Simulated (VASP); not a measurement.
Set up this calculation in VASP 6.6.1, as the native input.

| Property | Result |
| --- | --- |
| Task | relaxation of cell and atoms |
| Functional | r2SCAN |
| Potentials or basis | VASP PAW PBE potentials, release 64 (C) |
| Cutoff | 600 eV |
| k mesh | 12 × 12 × 4 |
| Occupations | gaussian, width 0.03 eV |
| Spin | no spin polarisation |
| Further INCAR settings | ALGO = Normal; EDIFF = 1e-07; IBRION = 2; EDIFFG = -0.005; NSW = 90; ISIF = 3 |

The structure of C lies in POSCAR:

```
C                                       
1.0
    2.4572455377      0.0000000000      0.0000000000
   -1.2286227688      2.1280370589     -0.0000000000
    0.0000000000      0.0000000000      6.9451743655
  C             
     4
Direct
     0.0000000000000000    0.0000000000000000    0.7500000000000000
     0.0000000000000000    0.0000000000000000    0.2500000000000000
     0.3333333332999970    0.6666666667000030    0.7500000000000000
     0.6666666667000030    0.3333333332999970    0.2500000000000000
```

The input as run:

INCAR

```
SYSTEM = C
PREC = Accurate
ENCUT = 600
EDIFF = 1E-7
ISMEAR = 0
SIGMA = 0.03
LREAL = .FALSE.
LASPH = .TRUE.
NELM = 80
ALGO = Normal
ISIF = 3
LWAVE = .FALSE.
LCHARG = .FALSE.
METAGGA = R2SCAN
LMIXTAU = .TRUE.
IBRION = 2
NSW = 90
EDIFFG = -0.005
```

KPOINTS

```
regular mesh
0
G
  12 12 4
  0 0 0
```

Potentials or basis: VASP PAW PBE potentials, release 64 (C).

The run is started by

```sh
$ cat potpaw_PBE.64/C/POTCAR > POTCAR
$ mpirun -np 1 vasp_std > vasp.out
```

It gave:

- Relaxed volume: 9.06 Å³/atom
- Relaxed cell: a = 2.457 Å, b = 2.457 Å, c = 6.935 Å, α = 90.00°, β = 90.00°, γ = 120.00°
- Space group after relaxing (to 0.05 Å): P6_3/mmc (No. 194)
- Energy gained by relaxing: 0.0 meV/atom
- Ionic steps: 6
- Pressure after relaxing: 0.0 GPa
- Band gap on the k mesh: none (metal or under the smearing width)

Caveat: the PAW data sets were made with another functional, which shifts forces and pressure a little.

Run time: 3.9 min on 1 thread of AMD EPYC 9R45 96-Core Processor (Zen 5), with other jobs on the host, peak memory 0.14 GiB.
